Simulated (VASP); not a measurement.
**A VASP 6.6.1 single-point calculation on HgTe**

INCAR

```
ISIF = 2
ENCUT = 520
NELM = 120
SIGMA = 0.3
LASPH = .TRUE.
IBRION = -1
PREC = Accurate
ISMEAR = -1
GGA = 91
EDIFF = 1E-7
LCHARG = .FALSE.
LWAVE = .FALSE.
LREAL = .FALSE.
NBANDS = 16
NSW = 0
```

KPOINTS

```
KPOINTS created by Atomic Simulation Environment
0
Gamma
6 6 6
0 0 0
```

POSCAR

```
Hg Te
 1.0000000000000000
     0.0000000000000000    3.1904831496999999    3.1904831496999999
     3.1904831496999999    0.0000000000000000    3.1904831496999999
     3.1904831496999999    3.1904831496999999    0.0000000000000000
 Hg  Te
   1   1
Cartesian
  0.0000000000000000  0.0000000000000000  0.0000000000000000
  1.5952415748500004  1.5952415748500004  1.5952415748500004
```

The recommended PBE PAW datasets give the neutral cell 18 valence electrons.

Command

```
mpirun -np 1 vasp_std
```

Predict the outcome of this run.

It converged. Results: gap between bands v and c on the k mesh 0.00 eV; least direct gap on the k mesh 0.00 eV; pressure 6.3 GPa. Band v is the last that the valence electrons fill when counted band by band, and c is the next.

OSZICAR

```
N       E                     dE             d eps       ncg     rms          rms(c)
DAV:   1     0.109346235874E+03    0.10935E+03   -0.79984E+03   512   0.980E+02
DAV:   2     0.251680987778E-01   -0.10932E+03   -0.10199E+03   600   0.231E+02
DAV:   3    -0.381506688007E+01   -0.38402E+01   -0.38312E+01   624   0.450E+01
DAV:   4    -0.384915890583E+01   -0.34092E-01   -0.34090E-01   736   0.388E+00
DAV:   5    -0.384932687031E+01   -0.16796E-03   -0.16796E-03   632   0.229E-01    0.824E+00
DAV:   6    -0.358891008869E+01    0.26042E+00   -0.54597E-01   608   0.103E+01    0.643E+00
DAV:   7    -0.358129379795E+01    0.76163E-02   -0.11880E-01   576   0.240E+00    0.247E+00
DAV:   8    -0.357982090351E+01    0.14729E-02   -0.11868E-02   576   0.127E+00    0.644E-01
DAV:   9    -0.357972313548E+01    0.97768E-04   -0.77013E-04   656   0.330E-01    0.144E-01
DAV:  10    -0.357974961913E+01   -0.26484E-04   -0.88987E-05   592   0.810E-02    0.666E-02
DAV:  11    -0.357976310707E+01   -0.13488E-04   -0.34320E-05   632   0.471E-02    0.358E-02
DAV:  12    -0.357976115499E+01    0.19521E-05   -0.46997E-06   584   0.185E-02    0.176E-02
DAV:  13    -0.357976116465E+01   -0.96604E-08   -0.45920E-07   656   0.352E-03
   1 F= -.35797612E+01 E0= -.35370925E+01  d E =-.853374E-01
```

Standard output (part)

```
POSCAR found type information on POSCAR HgTe
 POSCAR found :  2 types and       2 ions
 LDA part: xc-table for (Slater(with rela. corr.)+CA(PZ))
 , standard interpolation
 POSCAR, INCAR and KPOINTS ok, starting setup
 WAVECAR not read
 entering main loop
```

For comparison, a separate PBE run of the intended cell, on usual settings and not on those above, gives a gap of 0.00 eV on its mesh and a pressure of 6.0 GPa.
